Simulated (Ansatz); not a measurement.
# A failed many-body run on InP (F-43m)

What is wrong with this input for InP (F-43m)?

Program: Ansatz 0.2.0. Level of theory: G0W0 on PBE, plane waves, PAW; PAW set soft_1. Results are calculated unless marked as measured.

### 1. The starting structure

The structure is cubic, space group F-43m (No. 216). Conventional cell: a = 5.869 Å, b = 5.869 Å, c = 5.869 Å, α = 90.00°, β = 90.00°, γ = 90.00°. Nearest to In lie 4 P at 2.54 Å. P has 4 In at 2.54 Å nearest. Farther neighbours are not listed.

Structure file:

```cif
data_structure
_symmetry_space_group_name_H-M 'F-43m'
_symmetry_Int_Tables_number 216
_cell_length_a 5.8687
_cell_length_b 5.8687
_cell_length_c 5.8687
_cell_angle_alpha 90.000
_cell_angle_beta 90.000
_cell_angle_gamma 90.000
_cell_volume 202.13
loop_
_atom_site_label
_atom_site_type_symbol
_atom_site_symmetry_multiplicity
_atom_site_Wyckoff_symbol
_atom_site_fract_x
_atom_site_fract_y
_atom_site_fract_z
_atom_site_occupancy
In1 In 4 a 0.00000 0.00000 0.00000 1
P1 P 4 d 0.25000 0.25000 0.75000 1
```

The cell and positions come from the Crystallography Open Database and are kept as given unless a step says otherwise.

### 2. First try

Input file input.yaml:

```yaml
crystal:
  lattice:
    - [0.0, 2.93435, 2.93435]
    - [2.93435, 0.0, 2.93435]
    - [2.93435, 2.93435, 0.0]
  atoms:
    - { symbol: In, position: [0.0, 0.0, 0.0] }
    - { symbol: P, position: [0.25, 0.25, 0.25] }
kpoints:
  mp_grid: { grid: [4, 4, 4] }
hamiltonian:
  xc: pbe
  pseudopotentials: { kind: paw, azcp: { folder: soft_1 } }
scf:
  occupations: { method: fixed }
gw:
  n_empty_bands: 53
  ecut_chi: 2
  qp_bands: [v2, c2]
  qp_kpoints: band_edges
  screening: { model: contour_deformation }
```

The run is started by

```sh
ansatz run input.yaml --threads 3 --pin off --max-ram 92160MiB --backend cuda --events-out ev --progress --plain --runs-dir out --devices 1 --max-vram 13GiB
```

Numbers of over 12 decimals in the logs are rounded to 6 here.

Output:

```text
GPUs: using 1 of 1 available (devices: 1).
Engine: ansatz 0.2.0, x86_64-unknown-linux-gnu
Pseudopotentials: kind: paw
Pseudopotential: In, paw, valence charge 13, recommended cutoff 420 eV (normal), soft_1/In.paw.azcp
Pseudopotential: P, paw, valence charge 5, recommended cutoff 420 eV (normal), soft_1/P.paw.azcp
Functional definition: PBE
  parameter kappa = 0.804
  parameter beta = 0.066725
  exchange = pbe_x(kappa = kappa, mu = beta*pi^2/3)
  correlation = pbe_c(beta = beta)
device memory: the entry about to start is reckoned to put 0.8 GiB on a device that reports 40.4 GiB free (of which the cap on the GPU budget leaves the run 13.0 GiB)
GPU FFT provider: cuFFT
GPU libraries: cuBLAS 13.8.2, cuFFT 12.4.0, cuSOLVER 12.3.4
Crystal: 2 atoms, lattice volume = 50.532 Å³
Basis set: ecut = 420 eV, 965 PW (Γ)
Bands: 13, of which v1, the nominal top of the filled ones, is band 9 counted from 1 (8 counted from 0)
Symmetry: 24 space group operations
Space group: F-43m (ITA 216), of the structure as read, at distance tolerance 3.7e-5 Å
k-points: 8 of 64 (time reversal used)
Non-local potential: In, projectors of the file, l = 0: 2, l = 1: 2, l = 2: 2, l = 3: 1
Non-local potential: P, projectors of the file, l = 0: 2, l = 1: 2, l = 2: 1
PAW form: soft (Blöchl's): semilocal exchange-correlation on the pseudo side does not see the compensation charge
PAW one-centre angular grid: In, 590 points (default); XC on 64 Gauss nodes
PAW one-centre angular grid: P, 110 points (default); XC on 64 Gauss nodes
Initial density: superposition of atomic densities (chi_scale 0.1, normalization cell, long waves kept (reshape's long-wave potential 0.00 eV rms))
Initial wavefunctions: pseudopotential atomic-orbital guess
GPU buffer pool allocated for 27000 grid points (all kernels)
GPU transforms: local potential and band sums: pruned to the plane-wave sphere, on 27×27×27
Functional: x = pbe(κ = 0.804, μ = 0.219515), c = pbe(β = 0.066725)
SCF iter   1: F=—  HF=-6354.195331 eV  |F-HF|=—  |Δ(HF+E_count)|=         —  Δρ=3.59e-2  dr2=9.60e-1  ethr=3.10e-3  ⟨swp⟩=5.0  Hψ=565  notcnv=0  defer=11
preconditioner: auto → none  [insulator: Δε(μ)=0.973 eV  Ē_g=14.435 eV  n_scr=14 (ndim 8)  ℏωp=22.2 eV  f_vac=0.000  ε∞_Penn≈3.4]
SCF iter   2: F=—  HF=-6353.952275 eV  |F-HF|=—  |Δ(HF+E_count)|=   2.43e-1  Δρ=1.65e-2  dr2=9.73e-2  ethr=3.10e-3  ⟨swp⟩=3.1  Hψ=232  notcnv=0  defer=10
SCF iter   3: F=—  HF=-6353.943902 eV  |F-HF|=—  |Δ(HF+E_count)|=   8.37e-3  Δρ=6.57e-3  dr2=1.57e-2  ethr=5.41e-4  ⟨swp⟩=2.9  Hψ=181  notcnv=0  defer=12
SCF iter   4: F=—  HF=-6353.944594 eV  |F-HF|=—  |Δ(HF+E_count)|=   6.92e-4  Δρ=1.10e-3  dr2=4.30e-4  ethr=8.70e-5  ⟨swp⟩=3.6  Hψ=201  notcnv=0  defer=12
SCF iter   5: F=—  HF=-6353.944502 eV  |F-HF|=—  |Δ(HF+E_count)|=   9.29e-5  Δρ=2.34e-4  dr2=1.34e-5  ethr=2.39e-6  ⟨swp⟩=2.0  Hψ=196  notcnv=0  defer=12
SCF iter   6: F=—  HF=-6353.944518 eV  |F-HF|=—  |Δ(HF+E_count)|=   1.67e-5  Δρ=2.41e-5  dr2=2.07e-7  ethr=7.42e-8  ⟨swp⟩=2.1  Hψ=143  notcnv=0  defer=10
SCF iter   7: F=-6353.944518 eV  HF=-6353.944518 eV  |F-HF|=1.76e-9  |Δ(HF+E_count)|=   8.17e-8  Δρ=2.67e-6  dr2=3.45e-9  ethr=5.56e-10  ⟨swp⟩=6.1  Hψ=511  notcnv=0
SCF 1 converged in 7 iterations: F = -6353.944518 eV  dr2 = 3.45e-9
[...]
device memory: the entry about to start is reckoned to put 1.3 GiB on a device that reports 39.9 GiB free (of which the cap on the GPU budget leaves the run 13.0 GiB)
NSCF: frozen V_eff on 8 k-points
[...]
device memory: the entry about to start is reckoned to put 1.4 GiB on a device that reports 39.8 GiB free (of which the cap on the GPU budget leaves the run 13.0 GiB)
NSCF: frozen V_eff on 8 k-points
G₀W₀ screening: q 1/8
[... further progress lines ...]
device memory: the entry about to start is reckoned to put 0.3 GiB on a device that reports 39.3 GiB free (of which the cap on the GPU budget leaves the run 13.0 GiB)
NSCF: frozen V_eff on 1 k-points
SCF converged after 7 iterations
Free energy (F): -6353.944518 eV
Harris-Foulkes:  -6353.944518 eV  (|F-HF|=1.76e-9)
Internal energy: -6353.944518 eV  (E = F + TS)
E sigma→0 (E₀):  -6353.944518 eV
Fermi energy:    7.024351 eV
--- Per-component energies (eV) ---
  E_band       = -51.851010
  E_kinetic    = 288.184541
  E_local      = -1333.946846  (includes V_loc(G=0)·N_el)
  E_nonlocal   = 359.649910
  E_hartree    = 535.467426
  E_xc         = -215.485278
  E_vxc        = -150.017733  (∫ρ·V_xc dr)
  E_paw        = -4768.707758  (= ΣΔE_a)
  E_vpaw       = -286.655965  (= ΣTr[D̂ρ^β])
  E_aug_tail   = 0.000148  (compensation charges beyond the density's cutoff)
  E_ewald      = -1219.106662
  E_smearing   = -0.000000  (= −TS)
  E_closure    = 0.000000  (closes the sum)
  Σ components = -6353.944518   (vs F -6353.944518, Δ=0.00e0)
--- Band table (eV; the first three rows and the last of 8) ---
  k-point 0: bands = [... 5 lower, -4.4707, 7.0244, 7.0244, 7.0244, 7.7032, 11.0824, 11.0824, 11.0824]
  k-point 1: bands = [... 5 lower, -3.7977, 3.5794, 6.4669, 6.4669, 8.7915, 11.7822, 11.7822, 12.3239]
  k-point 2: bands = [... 5 lower, -2.7550, 1.2952, 6.0530, 6.0530, 8.4970, 11.8028, 11.8028, 14.1069]
  k-point 7: bands = [... 5 lower, -2.0233, 1.4178, 4.0771, 4.1163, 11.2988, 11.3753, 12.5556, 13.2142]
--- G₀W₀: contour deformation, 7 samples at zero and on the imaginary axis and 2 off it, 64 q-points, 53 empty bands' worth ---
  eigenvalues of the whole cell's RPA ε∞ on this k-mesh (on a slab, of 1 + 4πα/V) = 49.7230, 49.7230, 49.7230; static W/v taken at q = 0 is 0.020111
  bands read: the sum over 62 bands ends inside a degenerate multiplet in 1 slot, whose members it reads at an even weight; the widest, k=0: bands 61 to 63 (counted from 1) at 2/3 each
  gw.qp_kpoints: band_edges: 6 of 8 stored k-points solved, in 1 pass; an edge of the gap read off the rows below is read off those points alone
    valence top: of the k-points left out ik 5 came nearest to being solved in a further pass, in band 9 (counted from 1, as in the quasiparticle table): it holds the edge there only if its correction is more favourable than any solved in that band by at least 1.026 eV; those differ by 0.525 eV
    conduction bottom: of the k-points left out ik 4 came nearest to being solved in a further pass, in band 10 (counted from 1, as in the quasiparticle table): it holds the edge there only if its correction is more favourable than any solved in that band by at least 1.295 eV; those differ by 0.561 eV
  `?` marks the rows in doubt; gw_qp.tsv's column doubts and the gw_qp event give each row's grounds
    ik  band        ε_KS         Σx   Σc(E_QP)       V_xc       Z   E_QP_lin       E_QP  E_QP is
     0     8      7.0244   -16.9005     1.9681   -15.0680  0.8409     7.1592     7.1599  root
     0     9      7.0244   -16.9005     1.9681   -15.0680  0.8409     7.1592     7.1599  root
     0    10      7.7032    -9.9811    -2.1291   -14.0723  0.8436     9.5223     9.6654  root ?
     0    11     11.0824    -7.0394    -2.5039   -11.5529  0.8342    12.9534    13.0920  root ?
     1     8      6.4669   -16.4446     2.0411   -14.4281  0.8390     6.4915     6.4915  root
     1     9      6.4669   -16.4446     2.0411   -14.4281  0.8390     6.4915     6.4915  root
     1    10      8.7915    -8.8168    -2.2725   -12.9997  0.8409    10.5607    10.7020  root ?
     1    11     11.7822    -7.0653    -2.6263   -11.7924  0.8322    13.7588    13.8830  root ?
     2     8      6.0530   -16.2776     2.1542   -14.0610  0.8371     5.9905     5.9906  root
     2     9      6.0530   -16.2776     2.1542   -14.0610  0.8371     5.9905     5.9906  root
     2    10      8.4970    -8.7752    -2.2558   -12.8728  0.8420    10.1907    10.3388  root ?
     2    11     11.8028    -6.6802    -2.6283   -11.3294  0.8317    13.6874    13.8236  root ?
     3     8      5.6150   -15.8674     2.1854   -13.5396  0.8346     5.4719     5.4727  root
     3     9      5.6150   -15.8674     2.1854   -13.5396  0.8346     5.4719     5.4727  root
     3    10      9.4874    -6.9167    -2.3388   -10.9609  0.8395    11.0361    11.1928  root ?
     3    11     10.1332    -8.4597    -2.4661   -12.8434  0.8355    11.9181    12.0508  root ?
     6     8      4.7062   -15.5777     2.4033   -12.8126  0.8306     4.3371     4.3444  root
     6     9      4.7062   -15.5777     2.4033   -12.8126  0.8306     4.3371     4.3444  root
     6    10      8.7683    -6.4347    -2.2469   -10.0832  0.8410     9.9924    10.1699  root ?
     6    11      9.2746    -7.7438    -2.3677   -11.8226  0.8396    10.8295    10.9857  root ?
     7     8      4.0771   -15.3071     2.4811   -12.3513  0.8265     3.5877     3.6023  root
     7     9      4.1163   -14.6256     2.4152   -11.8208  0.8266     3.7179     3.7267  root
     7    10     11.2988    -6.9539    -2.5654   -11.2150  0.8330    12.8465    12.9944  root ?
     7    11     11.3753    -9.0184    -2.7759   -14.1990  0.8296    13.6718    13.7801  root ?
```

Elapsed: 7.5 s, on 1 × NVIDIA H100 80GB HBM3 (shared by 6 runs) with 3 threads of AMD EPYC 7R13 (Zen 3), shared host; peak memory 0.98 GiB; 6.7 s of CPU time.

The column dr2 measures how far the density is from self-consistency, as an energy; F and HF (Harris–Foulkes) agree once it is small.

**What went wrong?**

The run ended normally, though the input holds a fault or crude settings.

The fault: screening cutoff of a few eV. Such a cutoff keeps only a few plane waves in the dielectric matrix, so local fields and the Coulomb hole are lost.

It printed a gap of 2.51 eV, which is an artefact of the settings.

### 3. A better input

G0W0 replaces the xc potential by the self-energy, built once from these orbitals. Only a window of levels is corrected, while the sums run over the empty bands that the input names. This step takes PAW set soft_1 files.

Edit input.yaml of step 2 so:

```diff
@@ -9,3 +9,3 @@
 kpoints:
-  mp_grid: { grid: [4, 4, 4] }
+  mp_grid: { grid: [6, 6, 6] }
 hamiltonian:
@@ -16,4 +16,4 @@
 gw:
-  n_empty_bands: 53
-  ecut_chi: 2
+  n_empty_bands: 210
+  ecut_chi: 150.0
   qp_bands: [v2, c2]
```

Output:

```text
GPUs: using 1 of 1 available (devices: 1).
[...]
GPU FFT provider: cuFFT
GPU libraries: cuBLAS 13.8.2, cuFFT 12.4.0, cuSOLVER 12.3.4
Crystal: 2 atoms, lattice volume = 50.532 Å³
Basis set: ecut = 420 eV, 965 PW (Γ)
Bands: 13, of which v1, the nominal top of the filled ones, is band 9 counted from 1 (8 counted from 0)
[... 1 set-up line as in the run before ...]
[...]
k-points: 16 of 216 (time reversal used)
[...]
GPU buffer pool allocated for 27000 grid points (all kernels)
[...]
SCF iter   1: F=—  HF=-6354.269611 eV  |F-HF|=—  |Δ(HF+E_count)|=         —  Δρ=3.47e-2  dr2=8.92e-1  ethr=3.10e-3  ⟨swp⟩=5.1  Hψ=1106  notcnv=0  defer=26
[...]
SCF iter   6: F=-6354.042192 eV  HF=-6354.042192 eV  |F-HF|=1.57e-7  |Δ(HF+E_count)|=   1.28e-5  Δρ=1.35e-5  dr2=9.32e-8  ethr=5.56e-10  ⟨swp⟩=5.6  Hψ=1257  notcnv=0
SCF 1 converged in 6 iterations: F = -6354.042192 eV  dr2 = 9.32e-8
[...]
0     8      6.9862   -16.6645     1.1057   -15.0695  0.7352     6.4781     6.4969  root
     0     9      6.9862   -16.6645     1.1057   -15.0695  0.7352     6.4781     6.4969  root
     0    10      7.6763   -10.3303    -3.7313   -14.0695  0.7581     7.6843     7.6843  root
     0    11     11.0711    -7.1192    -4.3556   -11.5568  0.7474    11.1534    11.1532  root
     1     8      6.6837   -16.4055     1.2087   -14.6925  0.7342     6.1583     6.1793  root
     1     9      6.6837   -16.4055     1.2087   -14.6925  0.7342     6.1583     6.1793  root
     1    10      8.7735    -9.6107    -3.8491   -13.4834  0.7528     8.7970     8.7970  root
     1    11     11.4712    -7.6119    -4.4804   -12.1269  0.7369    11.5059    11.5058  root
[...]
12     8      4.6780   -15.4801     2.0799   -12.8206  0.7134     4.0594     4.0984  root
    12     9      4.6780   -15.4801     2.0799   -12.8206  0.7134     4.0594     4.0984  root
    12    10      8.7534    -6.5485    -3.6907   -10.0980  0.7684     8.6129     8.6121  root
    12    11      9.2533    -7.8611    -3.9890   -11.8422  0.7575     9.2455     9.2455  root
[key lines of the parts left out:]
SCF converged after 6 iterations
Free energy (F): -6354.042192 eV
Fermi energy:    6.986248 eV
```

The job ended after 13 s (1 × NVIDIA H100 80GB HBM3 (shared by 6 runs) with 3 threads; peak memory 1.2 GiB).

This step gave:

```yaml
bands_summed: 219
rpa_eps_infinity_on_this_mesh_eigenvalues: 20.64, 20.64, 20.64
plane_waves_in_the_screening_matrix: 181
q_points_in_the_mesh: 216
g0w0_gap_on_the_mesh: 1.187 eV
k_of_the_valence_top: 0, 0, 0
k_of_the_conduction_bottom: 0, 0, 0
starting_gap_on_the_mesh: 0.6901 eV
z_at_the_valence_top: 0.7352
z_at_the_conduction_bottom: 0.7581
least_direct_g0w0_gap_on_the_computed_points: 1.187 eV
```

The gap on the mesh goes from 0.69 eV to 1.19 eV, a correction of +0.50 eV. Between the two edge states, bare exchange in place of the xc potential would open the gap by 5.33 eV, and correlation takes back 4.84 eV.

### 4. Outcome

| Property | Result |
| --- | --- |
| first try | converged after 7.5 s |
| better run | G0W0 gap on the mesh 1.19 eV (6×6×6 mesh, 210 empty bands, screening to 150 eV, PAW set soft_1 files) |

What this shows: The second run differs in: mesh, empty bands and screening cutoff (eV). Bands and cutoff are finite, so the gap is not at the basis limit. The miss can reach some tenths of an eV and take either sign; the mesh is an error of its own. The 6×6×6 mesh is coarse for this cell (its supercell is 25 Å along the shortest edge). The RPA ε∞ on it, from the PBE start, is 20.64; such meshes misread the long-range screening, most where the gap is narrow. The many-body steps are scalar-relativistic: spin-orbit coupling is not in them.

[Paths, hosts, dates, memory and timing lines, banners, echoed tables and standing remarks are left out of the program output.]

[Logs are printed without paths, hosts, clocks, repeated set-up lines and the standing remarks that a program may print on its own settings, such as how far it seeks lower states.]

[Runs of the session that timed out or met a known fault of the program may be left out.]

[Cells called generated may have been cut or substituted from an entry of the Crystallography Open Database or the Materials Project.]

[Hosts, paths, dates, database ids (printed as entryN), source tags and the programs' standing remarks are cut or masked in the printed files.]
